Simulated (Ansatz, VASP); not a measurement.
# Fe in VASP and in Ansatz

Contents of INCAR:

```
SYSTEM = Fe
PREC = Accurate ; ENCUT = 520
EDIFF = 1E-6 ; ISMEAR = 0
SIGMA = 0.1 ; LREAL = .FALSE.
LASPH = .TRUE. ; NELM = 150
ALGO = Fast ; ISIF = 2
LWAVE = .FALSE. ; LCHARG = .FALSE.
ISPIN = 2 ; MAGMOM = 2.44
LORBIT = 11 ; LMAXMIX = 4
GGA = PE ; NBANDS = 14
```

File KPOINTS:

```
regular mesh
0
G
  20 20 20
  0 0 0
```

POSCAR

```
Fe
1.0
   -1.3868880419      1.3868880419      1.3868880419
    1.3868880419     -1.3868880419      1.3868880419
    1.3868880419      1.3868880419     -1.3868880419
Fe
1
Direct
    0.0000000000      0.0000000000      0.0000000000
```

Input for Ansatz:

```yaml
crystal:
  lattice:
    - [-1.3868880419, 1.3868880419, 1.3868880419]
    - [1.3868880419, -1.3868880419, 1.3868880419]
    - [1.3868880419, 1.3868880419, -1.3868880419]
  atoms:
    - { symbol: Fe, position: [0.0, 0.0, 0.0], spin: 2.44 }
basis:
  ecutwfc: 420
kpoints:
  mp_grid: { grid: [20, 20, 20] }
hamiltonian:
  xc: pbe
scf:
  occupations: { method: gaussian, width: 0.1 }
output:
  forces: true
  stress: true
  eigenvalues: true
  populations: true
magnetization:
  spin_polarized: true
```

Alike in both runs: task single point; functional PBE; k mesh 20 × 20 × 20; occupations gaussian, width 0.1 eV; collinear spin.

|  | VASP | Ansatz |
| --- | --- | --- |
| version | VASP 6.6.1 | Ansatz 0.2.0 |
| potentials or method | VASP PAW PBE potentials, release 64 (Fe) | scalar-relativistic, plane waves, PAW |
| plane-wave cutoff (eV) | 520 | 420 |
| valence electrons in the cell | 8 | 16 |

|  | VASP | Ansatz | Ansatz less VASP |
| --- | --- | --- | --- |
| gap on the k mesh at the Fermi level (eV) | none | none | - |
| pressure (GPa) | 13.5 | 13.8 | +0.30 |
| net moment per atom (μB) | 2.08 | 2.07 | -0.008 |
| size of the moment on the site where the two differ most (μB) | 2.06 | 2.10 | +0.039 |

Site moments also hang on the region over which each program counts them. A gap of «none» marks a metal or a gap that the smearing closes. With one functional, cell and mesh, what is left measures potentials, basis and numerics. The two sets of potentials don't hold the same shells in valence.
